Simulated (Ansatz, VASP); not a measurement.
**One calculation of PbS (Galena), two programs**

File INCAR:

```
SYSTEM = PbS
ALGO     = Fast           ! electronic algorithm
EDIFF    = 1E-6           ! SCF threshold, eV
ENCUT    = 500            ! plane-wave cutoff, eV
GGA      = PS             ! functional
ISIF     = 2              ! what is computed and relaxed
ISMEAR   = 0              ! smearing method
LASPH    = .TRUE.         ! aspherical terms in the spheres
LCHARG   = .FALSE.        ! write CHGCAR
LREAL    = .FALSE.        ! projectors in reciprocal space
LWAVE    = .FALSE.        ! write WAVECAR
NELM     = 60             ! most SCF steps
PREC     = Accurate       ! precision mode
SIGMA    = 0.05           ! smearing width, eV
```

File KPOINTS:

```
k-points
0
G
  8 8 8
  0 0 0
```

POSCAR

```
PbS
1.0
    0.0000000000      2.9657500000      2.9657500000
    2.9657500000      0.0000000000      2.9657500000
    2.9657500000      2.9657500000      0.0000000000
Pb S
1 1
Direct
    0.0000000000      0.0000000000      0.0000000000
    0.5000000000      0.5000000000      0.5000000000
```

input.yaml

```yaml
crystal:
  lattice:
    - [0.0, 2.96575, 2.96575]
    - [2.96575, 0.0, 2.96575]
    - [2.96575, 2.96575, 0.0]
  atoms:
    - { symbol: Pb, position: [0.0, 0.0, 0.0] }
    - { symbol: S, position: [0.5, 0.5, 0.5] }
hamiltonian:
  xc: pbesol
  pseudopotentials: { kind: paw }
kpoints:
  mp_grid: { grid: [8, 8, 8] }
  band_path:
    path:
      - [[0.0, 0.0, 0.0], [0.5, 0.0, 0.5], [0.5, 0.25, 0.75], [0.375, 0.375, 0.75], [0.0, 0.0, 0.0], [0.5, 0.5, 0.5], [0.625, 0.25, 0.625], [0.5, 0.25, 0.75], [0.5, 0.5, 0.5], [0.375, 0.375, 0.75]]
      - [[0.625, 0.25, 0.625], [0.5, 0.0, 0.5]]
    npoints: 14
scf:
  occupations: { method: gaussian, width: 0.05 }
  n_extra_bands: 6
output:
  forces: true
  stress: true
  eigenvalues: true
  fatbands: false
```

Alike in both runs: functional PBEsol; k mesh 8 × 8 × 8; occupations gaussian, width 0.05 eV; no spin polarisation.

|  | VASP | Ansatz |
| --- | --- | --- |
| version | VASP 6.6.1 | Ansatz 0.2.0 |
| potentials or method | VASP PAW PBE potentials, release 64 (Pb, S) | Ansatz PAW |
| plane-wave cutoff (eV) | 500 | 420 |
| valence electrons in the cell | 10 | 20 |
| task | single point | band structure |

Ansatz gave:

| Quantity | Value |
| --- | --- |
| gap on the k mesh at the Fermi level (eV) | 0.25 |
| least direct gap on the mesh (eV) | 0.25 |
| pressure (GPa) | -0.8 |

Task: What did VASP give for the same quantities?

Result: gap on the k mesh at the Fermi level (eV): 0.25; least direct gap on the mesh (eV): 0.25; pressure (GPa): -1.1.

The functional is the same, so the differences come from potentials, cutoffs and numerics. The two sets of potentials don't hold the same shells in valence.

Caveats: spin-orbit coupling is left out, which as a rule narrows the gap of such compounds by several tenths of an eV; the PAW data sets were made with another functional, which shifts forces and pressure a little (VASP); the PAW data sets come from PBE, with cores solved anew for the run's functional, which leaves a small shift of forces and pressure (Ansatz). A k mesh can miss the band edges.
